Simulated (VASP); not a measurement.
# VASP 6.6.1 run: KBr

INCAR

```
LWAVE = .FALSE.
GGA = PE
ISIF = 2
NELM = 89
LREAL = .FALSE.
ENCUT = 520
EDIFF = 1E-7
NSW = 0
IBRION = -1
ISMEAR = -1
LCHARG = .FALSE.
PREC = Accurate
SIGMA = 0.02
LASPH = .TRUE.
NBANDS = 15
```

KPOINTS

```
KPOINTS created by Atomic Simulation Environment
0
Gamma
6 6 6
0 0 0
```

POSCAR

```
K  Br
 1.0000000000000000
     0.0000000000000000    3.8358312660000000    3.8358312660000000
     3.8358312660000000    0.0000000000000000    3.8358312660000000
     3.8358312660000000    3.8358312660000000    0.0000000000000000
 K   Br
   1   1
Cartesian
  0.0000000000000000  0.0000000000000000  0.0000000000000000
 -0.4841586223945200  0.4586503444756201  0.2126968436997000
```

The recommended PBE PAW datasets give the neutral cell 16 valence electrons.

Command

```
mpirun -np 1 vasp_std
```

OSZICAR

```
N       E                     dE             d eps       ncg     rms          rms(c)
DAV:   1     0.404439454497E+03    0.40444E+03   -0.88558E+03  4248   0.897E+02
DAV:   2     0.306418522640E+03   -0.98021E+02   -0.87261E+02  4572   0.234E+02
DAV:   3     0.299220972669E+03   -0.71975E+01   -0.68153E+01  3466   0.541E+01
DAV:   4     0.298912674961E+03   -0.30830E+00   -0.30756E+00  6018   0.115E+01
DAV:   5     0.298898500378E+03   -0.14175E-01   -0.14174E-01  4144   0.225E+00    0.130E+03
DAV:   6     0.319318229571E+03    0.20420E+02   -0.65571E+01  3388   0.638E+01    0.634E+02
DAV:   7     0.320217486035E+03    0.89926E+00   -0.78159E+00  4942   0.196E+01    0.904E+01
DAV:   8     0.320193086589E+03   -0.24399E-01   -0.13137E+00  4633   0.853E+00    0.171E+01
DAV:   9     0.320196627230E+03    0.35406E-02   -0.16074E-01  4599   0.282E+00    0.208E+01
DAV:  10     0.320186780289E+03   -0.98469E-02   -0.26997E-02  4510   0.147E+00    0.531E+00
DAV:  11     0.320185700688E+03   -0.10796E-02   -0.27639E-03  4658   0.352E-01    0.125E+00
DAV:  12     0.320184997373E+03   -0.70332E-03   -0.10357E-03  4391   0.292E-01    0.653E-01
DAV:  13     0.320184901943E+03   -0.95430E-04   -0.13468E-04  5076   0.798E-02    0.358E-01
DAV:  14     0.320184857391E+03   -0.44552E-04   -0.44216E-05  3591   0.451E-02    0.259E-01
DAV:  15     0.320184853595E+03   -0.37960E-05   -0.38676E-06  5327   0.148E-02    0.277E-02
DAV:  16     0.320184844360E+03   -0.92343E-05   -0.80570E-06  3570   0.195E-02    0.326E-02
DAV:  17     0.320184843085E+03   -0.12759E-05   -0.15332E-06  4162   0.828E-03    0.365E-02
DAV:  18     0.320184842923E+03   -0.16164E-06   -0.74765E-08  3158   0.234E-03    0.122E-02
DAV:  19     0.320184842841E+03   -0.82247E-07   -0.90575E-08  3350   0.204E-03
   1 F= 0.32018484E+03 E0= 0.32019599E+03  d E =-.222918E-01
```

It converged. Results: gap between bands v and c on the k mesh -0.02 eV (bands overlap: a metal); least direct gap on the k mesh 0.00 eV; pressure 432.1 GPa; largest force 1306.86 eV/Å. Band v is the last that the valence electrons fill when counted band by band, and c is the next.

Q: Find the fault in these files.

A: Overlapping atoms. On sound settings PBE gives a gap of 4.08 eV on its mesh and a pressure of -0.7 GPa for the intended cell.
